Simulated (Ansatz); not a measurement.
Starting cell, BaF$_{2}$ (fluorite):

```xyz
6
Lattice="0.0000 6.2464 6.2464 3.1232 0.0000 3.1232 3.1232 3.1232 0.0000" Properties=species:S:1:pos:R:3 pbc="T T T"
Ba     0.0000     0.0000     0.0000
Ba     3.1232     6.2464     3.1232
F      1.5616     1.5616     1.5616
F      1.5616     4.6848     4.6848
F      4.6848     4.6848     4.6848
F      4.6848     7.8080     7.8080
```

A phonon eigenvector at L = (0.5, 0.0, 0.0) is frozen into this cell: atom i moves by Q times the vector below, so Q is the largest atomic displacement, in Å. The cell is held. (q is in reciprocal vectors of the primitive cell; the cell shown is doubled to hold the pattern.)

| atom | x | y | z |
|---|---|---|---|
| Ba1 | 0.116 | -0.116 | -0.116 |
| Ba2 | -0.116 | 0.116 | 0.116 |
| F3 | -0.577 | 0.577 | 0.577 |
| F4 | 0.577 | -0.577 | -0.577 |
| F5 | 0.577 | -0.577 | -0.577 |
| F6 | -0.577 | 0.577 | 0.577 |

Level of theory: PBE (plane waves to 420 eV, PAW, scalar-relativistic; Ansatz, a program for electronic structure). k mesh 9×9×9 (Γ-centred), Fermi-Dirac smearing 0.05 eV. The energy includes the smearing's −TS. Stress and pressure are positive under compression. BaF2 was relaxed with its symmetry unable to fall. ΔE is measured from the undisplaced structure.

```csv
Q (Å),−dE/dQ from forces (eV/Å),ΔE (meV/cell),P (GPa)
-0.100,1.462,73.3,0.12
-0.083,1.221,51.0,0.08
-0.067,0.978,32.6,0.05
-0.050,0.734,[?],0.03
-0.033,0.490,[?],0.01
-0.017,0.245,2.0,0.00
0.000,0.000,0.0,0.00
0.017,-0.245,2.0,0.00
0.033,-0.490,[?],0.01
0.050,-0.734,[?],0.03
0.067,-0.978,32.6,0.05
0.083,-1.221,51.0,0.08
0.100,-1.462,73.3,0.12
```

Task: What belongs in the gaps?

Result: 
- -0.050, ΔE (meV/cell): 18.4
- -0.033, ΔE (meV/cell): 8.2
- 0.033, ΔE (meV/cell): 8.2
- 0.050, ΔE (meV/cell): 18.4

(For displaced atoms, the force is minus the slope of the energy, and its curvature is a force constant, which sets phonon frequencies.)
